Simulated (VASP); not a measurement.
# Ag (Fm-3m) in VASP: settings compared

Aim: see how the results for Ag move with the level of theory and the settings. Levels: PBE+D3(BJ), LDA, PBE. Tasks: relaxation of cell and atoms.

Everything below comes from runs of VASP 6.6.1. Logs are shortened: lines on timing, memory, paths and dates and some standing lists are left out, and cuts for length are marked.

## Step 1: The structure

Symmetry: Fm-3m, No. 225, cubic system. Conventional cell: a = 4.085 Å, b = 4.085 Å, c = 4.085 Å, α = 90.00°, β = 90.00°, γ = 90.00°. Around Ag (site symmetry m-3m) lie 12 Ag at 2.89 Å.

## Step 2: Relaxation of cell and atoms, PBE+D3(BJ)

INCAR

```
SYSTEM = Ag
ALGO     = Normal         ! electronic algorithm
EDIFF    = 1E-6           ! SCF threshold, eV
EDIFFG   = -0.01          ! ionic threshold
ENCUT    = 600            ! plane-wave cutoff, eV
GGA      = PE             ! functional
IBRION   = 2              ! ionic algorithm
ISIF     = 3              ! what is computed and relaxed
ISMEAR   = 1              ! smearing method
IVDW     = 12             ! dispersion correction
LASPH    = .True.         ! aspherical terms in the spheres
LCHARG   = .False.        ! write CHGCAR
LREAL    = .False.        ! projectors in reciprocal space
LWAVE    = .False.        ! write WAVECAR
NELM     = 80             ! most SCF steps
NSW      = 90             ! ionic steps
PREC     = Accurate       ! precision mode
SIGMA    = 0.1            ! smearing width, eV
```

KPOINTS

```
k-points
0
Gamma
  16 16 16
  0 0 0
```

POSCAR

```
Ag
1.0
    0.0000000000      2.0427500000      2.0427500000
    2.0427500000      0.0000000000      2.0427500000
    2.0427500000      2.0427500000      0.0000000000
Ag
1
Direct
    0.0000000000      0.0000000000      0.0000000000
```

Potentials or basis: VASP PAW PBE potentials, release 64 (Ag).

Run with:

```
$ cat potpaw_PBE.64/Ag/POTCAR > POTCAR
$ mpirun -np 1 vasp_std > vasp.out
```

OUTCAR:

```text
SYSTEM = Ag
   EDIFF = 1E-6
   EDIFFG = -0.01
   ENCUT = 600
   GGA = PE
   IBRION = 2
   ISIF = 3
   ISMEAR = 1
   IVDW = 12
   LASPH = .True.
   LREAL = .False.
   NELM = 80
   NSW = 90
   PREC = Accurate
 IVDW          = 12

 ion  position               nearest neighbor table
   1  0.000  0.000  0.000-

  LATTYP: Found a face centered cubic cell.
 ALAT       =     4.0855000000

  Lattice vectors:

 A1 = (   0.0000000000,   2.0427500000,   2.0427500000)
 A2 = (   2.0427500000,   0.0000000000,   2.0427500000)
 A3 = (   2.0427500000,   2.0427500000,   0.0000000000)

Analysis of symmetry for initial positions (statically):
=====================================================================
 Subroutine PRICEL returns:
 Original cell was already a primitive cell.

 Routine SETGRP: Setting up the symmetry group for a
 face centered cubic supercell.

 Subroutine GETGRP returns: Found 48 space group operations
 (whereof 48 operations were pure point group operations)
 out of a pool of 48 trial point group operations.

The static configuration has the point symmetry O_h .

Analysis of symmetry for dynamics (positions and initial velocities):
=====================================================================
 Subroutine PRICEL returns:
 Original cell was already a primitive cell.

 Routine SETGRP: Setting up the symmetry group for a
 face centered cubic supercell.

 Subroutine GETGRP returns: Found 48 space group operations
 (whereof 48 operations were pure point group operations)
 out of a pool of 48 trial point group operations.

The dynamic configuration has the point symmetry O_h .

 Subroutine INISYM returns: Found 48 space group operations
 (whereof 48 operations are pure point group operations),
 and found     1 'primitive' translations

----------------------------------------------------------------------------------------

                                     Primitive cell

  volume of cell :      17.0481

  direct lattice vectors                    reciprocal lattice vectors
     0.000000000  2.042750000  2.042750000    -0.244768082  0.244768082  0.244768082
     2.042750000  0.000000000  2.042750000     0.244768082 -0.244768082  0.244768082
     2.042750000  2.042750000  0.000000000     0.244768082  0.244768082 -0.244768082

  length of vectors
     2.888884755  2.888884755  2.888884755     0.423950755  0.423950755  0.423950755

  position of ions in fractional coordinates (direct lattice)
     0.000000000  0.000000000  0.000000000

  ion indices of the primitive-cell ions
   primitive index   ion index
                 1           1

----------------------------------------------------------------------------------------

 KPOINTS: k-points

Automatic generation of k-mesh.
 Grid dimensions read from file:
 generate k-points for:   16   16   16

 Generating k-lattice:

  Cartesian coordinates                     Fractional coordinates (reciprocal lattice)
    -0.015298005  0.015298005  0.015298005     0.062500000  0.000000000  0.000000000
     0.015298005 -0.015298005  0.015298005     0.000000000  0.062500000  0.000000000
     0.015298005  0.015298005 -0.015298005     0.000000000  0.000000000  0.062500000

  Length of vectors
     0.026496922  0.026496922  0.026496922

  Shift w.r.t. Gamma in fractional coordinates (k-lattice)
     0.000000000  0.000000000  0.000000000

 Subroutine IBZKPT returns following result:
 ===========================================

 Found    145 irreducible k-points:

 Following reciprocal coordinates:
            Coordinates               Weight
  0.000000  0.000000  0.000000      1.000000
  0.062500  0.000000  0.000000      8.000000
  0.125000  0.000000  0.000000      8.000000
  0.187500  0.000000  0.000000      8.000000
  0.250000  0.000000  0.000000      8.000000
  0.312500  0.000000  0.000000      8.000000
[... 16 lines left out ...]
 -0.125000  0.062500  0.000000     24.000000
 -0.062500  0.062500  0.000000     12.000000
 [... further k-points ...]
   k-points           NKPTS =    145   k-points in BZ     NKDIM =    145   number of bands    NBANDS=      9
   number of dos      NEDOS =    301   number of ions     NIONS =      1
   total plane-waves  NPLWV =  13824
   dimension x,y,z NGX =    24 NGY =   24 NGZ =   24
   dimension x,y,z NGXF=    48 NGYF=   48 NGZF=   48
   ions per type =               1
   NGX,Y,Z   is equivalent  to a cutoff of  13.81, 13.81, 13.81 a.u.
   NGXF,Y,Z  is equivalent  to a cutoff of  27.62, 27.62, 27.62 a.u.
 SYSTEM =  Ag
   PREC   = accura    normal or accurate (medium, high low for compatibility)
   ISTART =      0    job   : 0-new  1-cont  2-samecut
   ICHARG =      2    charge: 1-file 2-atom 10-const
   ISPIN  =      1    spin polarized calculation?
   LNONCOLLINEAR =      F non collinear calculations
   LSORBIT =      F    spin-orbit coupling
   LASPH  =      T    aspherical Exc in radial PAW
   ENCUT  =  600.0 eV  44.10 Ry    6.64 a.u.   5.77  5.77  5.77*2*pi/ulx,y,z
   NELM   =     80;   NELMIN=  2; NELMDL= -5     # of ELM steps
   EDIFF  = 0.1E-05   stopping-criterion for ELM
   LREAL  =      F    real-space projection
   EDIFFG = -.1E-01   stopping-criterion for IOM
   NSW    =     90    number of steps for IOM
   IBRION =      2    ionic relax: 0-MD 1-quasi-New 2-CG
   NFREE  =      1    steps in history (QN), initial steepest desc. (CG)
   ISIF   =      3    stress and relaxation
   ISYM   =      2    0-nonsym 1-usesym 2-fastsym
   POTIM  = 0.5000    time-step for ionic-motion
   TEBEG  =    0.0;   TEEND  =   0.0 temperature during run
   PSTRESS=    0.0 pullay stress
   NELECT =      11.0000    total number of electrons
   NUPDOWN=      -1.0000    fix difference up-down
   EMIN   =  10.00;   EMAX   =-10.00  energy-range for DOS
   EFERMI =   0.00;   METHOD = LEGACY
   ISMEAR =     1;   SIGMA  =   0.10  broadening in eV -4-tet -1-fermi 0-gaus
   EFERMI_NEDOS =   21; number of points for ismear=-14 and -15
   IALGO  =     38    algorithm
   IMIX   =      4    mixing-type and parameters
     AMIX     =   0.40;   BMIX     =  1.00
     AMIX_MAG =   1.60;   BMIX_MAG =  1.00
  volume/ion in A,a.u.               =      17.05       115.05
  Fermi-wavevector in a.u.,A,eV,Ry     =   1.414644  2.673290 27.228221  2.001218
  Thomas-Fermi vector in A             =   2.536165
   LORBIT       =      0    0 simple, 1 ext, 2 COOP (PROOUT), +10 PAW based schemes
   GGA     = PE    functional components
   LHFCALC =     F    Hartree Fock is set to
   AEXX    =    0.0000 exact exchange contribution
   IVDW    =    12    specifies the selected vdW correction
   LEPSILON=     F    determine dielectric tensor
   LRPA    =     F    only Hartree local field effects (RPA)
 conjugate gradient relaxation of ions
 non-spin polarized calculation
 Methfessel and Paxton  Order N= 1 SIGMA  =   0.10
  energy-cutoff  :      600.00
  volume of cell :       17.05
 maximum number of plane-waves:       588
   NGX = 11   NGY = 11   NGZ = 11

--------------------------------------- Ionic step        1  -------------------------------------------

 number of electron      10.9999999 magnetization

 Free energy of the ion-electron system (eV)
  ---------------------------------------------------
  ext. energy  EPLUGINS =         0.00000000
  ---------------------------------------------------
  free energy    TOTEN  =        -2.70793512 eV

  energy without entropy =       -2.70740679  energy(sigma->0) =       -2.70775901

------------------------ aborting loop because EDIFF is reached ----------------------------------------

 Edisp (eV)   -0.58899

 E8    (eV) :    -0.2574

  FORCE on cell =-STRESS in cart. coord.  units (eV):
  Direction    XX          YY          ZZ          XY          YZ          ZX
  --------------------------------------------------------------------------------------
  -------------------------------------------------------------------------------------
  Total      -0.12598    -0.12598    -0.12598    -0.00000     0.00000     0.00000
  in kB     -11.83968   -11.83968   -11.83968    -0.00000     0.00000     0.00000
  external pressure =      -11.84 kB  Pullay stress =        0.00 kB
[... 59 lines left out ...]
  energy  without entropy=       -3.2966657699  energy(sigma->0) =       -3.29708806

--------------------------------------- Ionic step        3  -------------------------------------------

 number of electron      11.0000000 magnetization

 Free energy of the ion-electron system (eV)
  ---------------------------------------------------
  ext. energy  EPLUGINS =         0.00000000
  ---------------------------------------------------
  free energy    TOTEN  =        -2.70203515 eV

  energy without entropy =       -2.70144936  energy(sigma->0) =       -2.70183989

 E-fermi :   8.5386     XC(G=0): -12.2752

 val. band max:        8.5221322546   @ k =   0.5000   0.3125   0.1250
 cond. band min:       8.5472055335   @ k =   0.5000   0.1875   0.0625
 fundamental gap:      0.0250732789
 Fermi energy:         8.5385813383

 k-point     1 :       0.0000    0.0000    0.0000
  band No.  band energies     occupation
      1       0.7342      2.00000
      2       3.7364      2.00000
      3       3.7364      2.00000
      4       3.7364      2.00000
      5       4.7908      2.00000
      6       4.7908      2.00000
      7      24.6302      0.00000
      8      28.2739      0.00000
      9      28.2739      0.00000
[... 265 lines left out ...]
 k-point    24 :      -0.0625    0.0625    0.0000
  band No.  band energies     occupation
      1       1.0580      2.00000
      2       3.6481      2.00000
      3       3.8180      2.00000
      4       3.8470      2.00000
      5       4.7094      2.00000
      6       4.8115      2.00000
      7      24.6415      0.00000
      8      26.2827      0.00000
      9      27.6823      0.00000

 [... further k-points ...]

------------------------ aborting loop because EDIFF is reached ----------------------------------------

 Edisp (eV)   -0.59559

 E8    (eV) :    -0.2603

  FORCE on cell =-STRESS in cart. coord.  units (eV):
  Direction    XX          YY          ZZ          XY          YZ          ZX
  --------------------------------------------------------------------------------------
  -------------------------------------------------------------------------------------
  Total       0.00099     0.00099     0.00099     0.00000    -0.00000     0.00000
  in kB       0.09421     0.09421     0.09421     0.00000    -0.00000     0.00000
  external pressure =        0.09 kB  Pullay stress =        0.00 kB
[... 16 lines left out ...]
  FREE ENERGIE OF THE ION-ELECTRON SYSTEM (eV)
  ---------------------------------------------------
  free  energy   TOTEN  =        -3.2976227590 eV

  energy  without entropy=       -3.2970369638  energy(sigma->0) =       -3.29742749

 reached required accuracy - stopping structural energy minimisation
```

Run time: 19 s. Hardware: 1 thread of Intel Xeon Platinum 8375C at 2.90GHz (Ice Lake), shared host; peak memory 0.18 GiB.

Results:

| Quantity | Value |
| --- | --- |
| Free energy | -3.2976 eV |
| Relaxed volume | 16.87 Å³/atom |
| Relaxed cell | a = 2.879 Å, b = 2.879 Å, c = 2.879 Å, α = 60.00°, β = 60.00°, γ = 60.00° |
| Space group after relaxing (to 0.05 Å) | Fm-3m (No. 225) |
| Energy gained by relaxing | 0.7 meV/atom |
| Ionic steps | 3 |
| Pressure after relaxing | 0.0 GPa |
| Band gap on the k mesh | none (metal or under the smearing width) |
| Dispersion energy per atom | -0.596 eV |

Step by step:
| step | energy change (eV) | largest force (eV/Å) | pressure (GPa) | volume (Å³) |
| --- | --- | --- | --- | --- |
| 1 | 0.0000 | 0.0000 | -1.18 | 17.05 |
| 2 | -0.0004 | 0.0000 | 0.71 | 16.74 |
| 3 | -0.0007 | 0.0000 | 0.01 | 16.87 |

Final structure:
```
Ag
1.0
     0.00000    2.03543    2.03543
     2.03543    0.00000    2.03543
     2.03543    2.03543    0.00000
Ag
1
Direct
  0.00000 0.00000 0.00000
```

Caveat: pairwise dispersion overbinds metals, which lowers pressure and volume.

[end of part 1 of 3]
